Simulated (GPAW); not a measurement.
# Si2Mo (I4/mmm) in GPAW: reference runs

Aim: a first look at Si2Mo with PBEsol, on the cell as given.

Program: GPAW 26.7.0. These are calculated values, not measurements. Logs are shortened: lines on timing, memory, paths and dates and some standing lists are left out, and cuts for length are marked. The log counts tension as positive stress, the text compression.

## Step 1: The structure

It takes space group I4/mmm (No. 139, tetragonal). The conventional cell has a = 3.200 Å, b = 3.200 Å, c = 7.861 Å, α = 90.00°, β = 90.00°, γ = 90.00°. Mo (site symmetry 4/mmm) is surrounded by 10 Si at 2.62 Å. Si (site symmetry 4mm) is surrounded by 5 Si at 2.61 to 2.63 Å and 5 Mo at 2.62 Å.

## Step 2: Single point, PBEsol

Input file run.py:

```python
from ase import Atoms
from ase.dft.bandgap import bandgap
from ase.io import write
from ase.units import Bohr, GPa
from gpaw import GPAW, PW, setup_paths
from gpaw.elf import elf_from_dft_calculation

setup_paths.insert(0, '.')

atoms = Atoms(['Mo', 'Si', 'Si'],
              cell=[[-1.6, 1.6, 3.9305],
                    [1.6, -1.6, 3.9305],
                    [1.6, 1.6, -3.9305]],
              scaled_positions=[[0.0, 0.0, 0.0],
                                [0.667, 0.667, 0.0],
                                [0.333, 0.333, 0.0]],
              pbc=True)

calc = GPAW(mode=PW(600),
            xc='PBEsol',
            kpts={'size': (12, 12, 12), 'gamma': True},
            occupations={'name': 'fermi-dirac', 'width': 0.05},
            nbands=23,
            convergence={'density': 1e-05, 'energy': 1e-05},
            maxiter=150,
            txt='gpaw.txt')
atoms.calc = calc
energy = atoms.get_potential_energy()
forces = atoms.get_forces()
stress = atoms.get_stress()
calc.write('gs.gpw')
write('result.traj', atoms)
print(f'Energy: {energy:.6f} eV')
print('Forces (eV/A):')
print(forces.round(4))
print('Stress (GPa):', (stress / GPa).round(3))
print('Fermi level:', round(calc.get_fermi_level(), 4), 'eV')
print(f'Gap: {bandgap(calc)[0]:.4f} eV, direct: {bandgap(calc, direct=True)[0]:.4f} eV')

# fields on the real-space grid
write('density.cube', atoms, data=calc.get_pseudo_density() * Bohr**3)
write('potential.cube', atoms, data=calc.get_electrostatic_potential())
write('elf.cube', atoms, data=elf_from_dft_calculation(calc).data)
```

Potentials or basis: PAW data sets generated in the run's folder for this functional, pw.

Launch:

```bash
$ gpaw-setup -f PBEsol Mo Si
$ OMP_NUM_THREADS=1 python run.py
```

gpaw.txt:

```text
__  _  _
 | _ |_)|_||  |
 |__||  | ||/\| - 26.7.0

Input parameters:
  mode=PW(ecut=600.0),
  convergence={'density': 1e-05, 'energy': 1e-05},
  kpts=MonkhorstPack(size=(12, 12, 12), gamma=True),
  maxiter=150,
  nbands=23,
  occupations=Occupations(name='fermi-dirac', width=0.05),
  xc=XC(name='PBEsol')

Diagonalizing LCAO Hamiltonian
Converting LCAO to pw mode

       Si

       Si

       Mo

Atoms  # Å, Bohr magnetons
|   | symbol |         x |         y |        z |    initial magnetic moments |
|---|--------|-----------|-----------|----------|-----------------------------|
| 0 |     Mo |  0.000000 |  0.000000 | 0.000000 | ( 0.0000,  0.0000,  0.0000) |
| 1 |     Si | -0.000000 |  0.000000 | 5.243287 | ( 0.0000,  0.0000,  0.0000) |
| 2 |     Si |  0.000000 | -0.000000 | 2.617713 | ( 0.0000,  0.0000,  0.0000) |

Unit cell  # Å
| periodic |         x |         y |         z |  lengths |     angles |
|----------|-----------|-----------|-----------|----------|------------|
|      yes | -1.600000 |  1.600000 |  3.930500 | 4.535287 | 138.683989 |
|      yes |  1.600000 | -1.600000 |  3.930500 | 4.535287 | 138.683989 |
|      yes |  1.600000 |  1.600000 | -3.930500 | 4.535287 |  59.857036 |

Number of symmetries: 16
Symmetry operations  # r_c * U_cc + t_c -> r_c
|    | kind |            matrix            |
|----|------|------------------------------|
|  0 |  σ   |  1, 1, 1,  0, 0,-1,  0,-1, 0 |
|  1 |  C4  |  1, 1, 1,  0, 0,-1, -1, 0, 0 |
|  2 |  E   |  1, 0, 0,  0, 1, 0,  0, 0, 1 |
|  3 |  σ   |  1, 0, 0,  0, 1, 0, -1,-1,-1 |
|  4 |  σ   |  0, 1, 0,  1, 0, 0,  0, 0, 1 |
|  5 |  C2  |  0, 1, 0,  1, 0, 0, -1,-1,-1 |
|  6 |  C2  |  0, 0, 1, -1,-1,-1,  1, 0, 0 |
|  7 |  S4  |  0, 0, 1, -1,-1,-1,  0, 1, 0 |
|  8 |  C4  |  0, 0,-1,  1, 1, 1,  0,-1, 0 |
|  9 |  σ   |  0, 0,-1,  1, 1, 1, -1, 0, 0 |
| 10 |  σ   |  0,-1, 0, -1, 0, 0,  1, 1, 1 |
| 11 |  C2  |  0,-1, 0, -1, 0, 0,  0, 0,-1 |
| 12 |  C2  | -1, 0, 0,  0,-1, 0,  1, 1, 1 |
| 13 |  i   | -1, 0, 0,  0,-1, 0,  0, 0,-1 |
| 14 |  S4  | -1,-1,-1,  0, 0, 1,  1, 0, 0 |
| 15 |  C2  | -1,-1,-1,  0, 0, 1,  0, 1, 0 |

BZ-sampling:
  Number of BZ points: 1728
  Number of IBZ points: 163

  Monkhorst-Pack size: [12, 12, 12]
  Monkhorst-Pack shift: [0.041666666666666664, 0.041666666666666664, 0.041666666666666664]

K-points  # in reciprocal-cell coordinates
|     |                                coordinates |     weight |
|-----|--------------------------------------------|------------|
|   0 | ( -0.00000000,  -0.00000000,  -0.00000000) | 0.00057870 |
|   1 | (  0.08333333,  -0.08333333,  -0.00000000) | 0.00231481 |
|   2 | (  0.08333333,  -0.08333333,   0.08333333) | 0.00231481 |
|   3 | (  0.08333333,  -0.00000000,  -0.00000000) | 0.00462963 |
|   4 | (  0.08333333,   0.08333333,  -0.08333333) | 0.00115741 |
|   5 | (  0.16666667,  -0.16666667,  -0.00000000) | 0.00231481 |
|   6 | (  0.16666667,  -0.16666667,   0.08333333) | 0.00462963 |
|   7 | (  0.16666667,  -0.16666667,   0.16666667) | 0.00231481 |
|   8 | (  0.16666667,  -0.08333333,  -0.00000000) | 0.00925926 |
|   9 | (  0.16666667,  -0.08333333,   0.08333333) | 0.00462963 |
| ... |                                            |            |
| 162 | (  0.50000000,   0.50000000,   0.50000000) | 0.00057870 |

Plane wave coefficients: 1362
Cutoff: 600.0 eV

Spin-components: 1 (collinear spins)
Bands:           23
Projectors:      16
Spin-degeneracy: 2
Datatype:        complex128

Parallelization:
  kpt:    1
  domain: 1
  band:   1

Density:
  Valence electrons: 22.0
  Components: 1
  Grid points: [27 27 27]
  Charge: 0.0  # |e|

Potential:
  Grid points: [27 27 27]

species:
  Mo:
    name:    Molybdenum
    Z:       42.0
    valence: 14
    core:    28
    charge:  0.0  # [|e|]
    compensation charges:
      type: gauss
      rc: 0.38  # [Å]
      lmax: 2
    cutoffs:
      filter: 2.16  # [Å]
      core: 1.42  # [Å]
    projectors
    | kind |    occ | energy [eV] | rcut [Å] |
    |------|--------|-------------|----------|
    |   4s |  2.000 |     -64.262 |    1.238 |
    |   5s |  1.000 |      -4.116 |    1.238 |
    |   4p |  6.000 |     -38.461 |    1.296 |
    |   5p |  0.000 |      -1.012 |    1.296 |
    |   4d |  5.000 |      -3.770 |    1.296 |
    |    d |        |      23.442 |    1.296 |

    Using partial waves for Mo as LCAO basis

  Si:
    name:    Silicon
    Z:       14.0
    valence: 4
    core:    10
    charge:  0.0  # [|e|]
    compensation charges:
      type: gauss
      rc: 0.33  # [Å]
      lmax: 2
    cutoffs:
      filter: 1.86  # [Å]
      core: 2.06  # [Å]
    projectors
    | kind |    occ | energy [eV] | rcut [Å] |
    |------|--------|-------------|----------|
    |   3s |  2.000 |     -10.768 |    1.058 |
    |   3p |  2.000 |      -4.057 |    1.058 |
    |    s |        |      16.444 |    1.058 |
    |    p |        |      23.155 |    1.058 |
    |    d |        |       0.000 |    1.058 |

    Using partial waves for Si as LCAO basis

Reference energy: -125818.104655  # eV

eigensolver:
[... 26 lines left out ...]
convergence criteria:
- Maximum integral of absolute [dens]ity change: 1e-05 electrons / valence electron
- Maximum [total energy] change in last 3 cyles: 1e-05 eV / valence electron
- Maximum integral of absolute [eigenst]ate change: 4e-08 eV^2 / valence electron
maximum number of iterations: 150

SCF iterations
|iter     | |      energy | eigst |  dens |
|---------|-|-------------|-------|-------|
|iter:   1| |  -26.477894 | +0.47 |       |
|iter:   2| |  -26.111323 | -1.97 | -0.98 |
|iter:   3| |  -25.371475 | -1.37 | -1.04 |
|iter:   4| |  -25.353671 | -2.86 | -1.50 |
|iter:   5| |  -25.349698 | -3.04 | -1.75 |
|iter:   6| |  -25.349733 | -4.36 | -2.38 |
|iter:   7| |  -25.349787c| -5.67 | -3.04 |
|iter:   8| |  -25.349787c| -7.14 | -3.93 |
|iter:   9| |  -25.349787c| -8.67c| -4.55 |
|iter:  10| |  -25.349787c| -9.54c| -5.59c|

Converged in 10 steps
Energy contributions relative to reference atoms: (reference = -125818.104655)

Energy contributions:
  Kinetic:          -0.559936
  Coulomb:          -0.149878
  Zero:             -0.300867
  External:          0.000000
  Xc:              -24.337985
  Entropy:          -0.002243
  Spinorbit:         0.000000
  ----------------------------
  Free energy:     -25.350909
  Extrapolated:    -25.349787

dipole moment: (-12.921964, -12.921964, 2.391078)  # |e|*Ang

Fermi level: 12.039
Eigenvalues  # (at kpt = [-0.000, -0.000, -0.000])
| band index |      eig [eV] | occ [0-2] |
|------------|---------------|-----------|
|          0 |       -48.664 |     2.000 |
|        ... |               |           |
|          2 |       -22.787 |     2.000 |
|          3 |       -22.787 |     2.000 |
|          4 |        -1.419 |     2.000 |
|          5 |         5.711 |     2.000 |
|          6 |         8.563 |     2.000 |
|          7 |         9.001 |     2.000 |
[... 8 lines left out ...]
|         16 |        17.041 |     0.000 |
|         17 |        17.041 |     0.000 |
|        ... |               |           |
|         22 |        27.007 |     0.000 |

No gap
No difference between direct/indirect transitions

Forces  # eV/Ang
|       x |       y |        z |
|---------|---------|----------|
| 0.00000 | 0.00000 | -0.00000 |  # Mo   0
| 0.00000 | 0.00000 | -0.31281 |  # Si   1
| 0.00000 | 0.00000 |  0.31281 |  # Si   2

Stress tensor  # eV/Ang^3
|        x |        y |        z |
|----------|----------|----------|
| 0.010806 | 0.000000 | 0.000000 |
| 0.000000 | 0.010806 | 0.000000 |
| 0.000000 | 0.000000 | 0.018150 |

# Writing to gs.gpw (mode='')
```

It took 96 s on 1 thread of Intel Xeon 6975P-C (Granite Rapids), shared host; peak memory 0.28 GiB.

Results:

```yaml
Free_energy: -25.3509 eV
Pressure: -2.1 GPa
Largest_force: 0.313 eV/Å
Band_gap_on_the_k_mesh: none (metal or under the smearing width)
```

Forces on the atoms (eV/Å):
```
Mo   0.000  0.000  0.000
Si   0.000  0.000 -0.313
Si   0.000  0.000  0.313
```
